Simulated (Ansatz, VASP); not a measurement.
## Mg in VASP and in Ansatz

Contents of INCAR:

```
SYSTEM = Mg
PREC     = Accurate       ! precision mode
ENCUT    = 520            ! plane-wave cutoff, eV
EDIFF    = 1E-6           ! SCF threshold, eV
ISMEAR   = -1             ! smearing method
SIGMA    = 0.05           ! smearing width, eV
LREAL    = .FALSE.        ! projectors in reciprocal space
LASPH    = .TRUE.         ! aspherical terms in the spheres
NELM     = 100            ! most SCF steps
ALGO     = Normal         ! electronic algorithm
ISIF     = 2              ! what is computed and relaxed
LWAVE    = .FALSE.        ! write WAVECAR
LCHARG   = .FALSE.        ! write CHGCAR
LDIPOL   = .TRUE.       
IDIPOL   = 3            
DIPOL    = 0.5 0.5 0.500
GGA      = PE             ! functional
NBANDS   = 10             ! bands
```

Contents of KPOINTS:

```
regular mesh
0
G
  12 12 1
  0 0 0
```

File POSCAR:

```
Mg
1.0
    3.1998719896      0.0000000000      0.0000000000
   -1.5999359948      2.7711704319      0.0000000000
    0.0000000000      0.0000000000     21.1784000000
Mg
3
Direct
    0.0000000000      0.0000000000      0.3777429127
    0.3333333340      0.6666666660      0.5000000000
    0.0000000000      0.0000000000      0.6222570873
```

Input for Ansatz:

```yaml
crystal:
  lattice:
    - [3.1998719896, 0.0, 0.0]
    - [-1.5999359948, 2.7711704319, 0.0]
    - [0.0, 0.0, 21.1784]
  atoms:
    - { symbol: Mg, position: [0.0, 0.0, 0.3777429127] }
    - { symbol: Mg, position: [0.333333334, 0.666666666, 0.5] }
    - { symbol: Mg, position: [0.0, 0.0, 0.6222570873] }
kpoints:
  mp_grid: { grid: [12, 12, 1] }
scf:
  occupations: { method: fermi_dirac, width: 0.05 }
hamiltonian:
  xc: pbe
  pseudopotentials: { kind: all_electron, lapw: { basis_error: 0.001 } }
output:
  forces: true
  stress: true
  eigenvalues: true
  populations: true
  dos: { projected: true, de: 0.2, e_range: [-14, 8] }
efield:
  axis: 3
  amplitude: 0
  dipole_correction: true
```

The slab is cut from a database's or a generator's crystal, which needn't be the stable form of the element.

Alike in both runs: task single point; functional PBE; k mesh 12 × 12 × 1; occupations fermi-dirac, width 0.05 eV; no spin polarisation.

```csv
,VASP,Ansatz
version,VASP 6.6.1,Ansatz 0.2.0
potentials or method,"VASP PAW PBE potentials, release 64 (Mg)","all-electron LAPW, scalar-relativistic"
plane-wave cutoff (eV),520,see its input
```

|  | VASP | Ansatz | Ansatz less VASP |
| --- | --- | --- | --- |
| rms of the force components (eV/Å) | 0.018 | 0.020 | +0.0020 |

Atom by atom the forces differ by 0.002 eV/Å (rms over components). Ansatz ran all-electron here, so the differences hold the error of VASP's frozen core and of both bases.
